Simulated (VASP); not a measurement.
Set up this calculation in VASP 6.6.1, as the native input.

| Quantity | Value |
| --- | --- |
| Task | atomic charges |
| Functional | PBE |
| Potentials or basis | VASP PAW PBE potentials, release 64 (Ta_pv) |
| Cutoff | 520 eV |
| k mesh | 12 × 12 × 1 |
| Occupations | methfessel-paxton, width 0.1 eV |
| Spin | no spin polarisation |
| Further INCAR settings | ALGO = Normal; EDIFF = 1e-06 |

The structure of Ta lies in POSCAR:

```
Ta                                      
1.0
    1.6600000000      2.3475945135      0.0000000000
   -1.6600000000      2.3475945135      0.0000000000
    0.0000000000      0.0000000000     32.7807561083
  Ta            
     9
Direct
     0.0000000000000000    0.0000000000000000    0.2170242349654540
     0.5000000000000000    0.5000000000000000    0.2856536626625208
     0.0000000000000000    0.0000000000000000    0.3570206860944406
     0.5000000000000000    0.5000000000000000    0.4285065495497968
     0.0000000000000000    0.0000000000000000    0.5000000000000000
     0.5000000000000000    0.5000000000000000    0.5714934504502035
     0.0000000000000000    0.0000000000000000    0.6429793139055594
     0.5000000000000000    0.5000000000000000    0.7143463373374792
     0.0000000000000000    0.0000000000000000    0.7829757650345459
```

The cell was built by a generator and needn't be a form met in nature.

The input as run:

INCAR

```
SYSTEM = Ta
PREC = Accurate
ENCUT = 520
EDIFF = 1E-6
ISMEAR = 1
SIGMA = 0.1
LREAL = .FALSE.
LASPH = .TRUE.
NELM = 80
ALGO = Normal
ISIF = 2
LWAVE = .FALSE.
LCHARG = .FALSE.
GGA = PE
LORBIT = 10
KPAR = 2
```

KPOINTS

```
Automatic mesh
0
G
  12 12 1
  0 0 0
```

Potentials or basis: VASP PAW PBE potentials, release 64 (Ta_pv).

Command:

```console
$ cat potpaw_PBE.64/Ta_pv/POTCAR > POTCAR
$ mpirun -np 2 vasp_std > vasp.out
```

Results of the run:

| Quantity | Value |
| --- | --- |
| Band gap on the k mesh | none (metal or under the smearing width) |
| Valence electrons inside the program's atomic spheres | Ta 8.86, 8.94, 8.91 |

Run time: 6.8 min on 2 MPI ranks on Intel(R) Xeon(R) 6975P-C (Granite Rapids), with other jobs on the host, peak memory 0.65 GiB a rank.
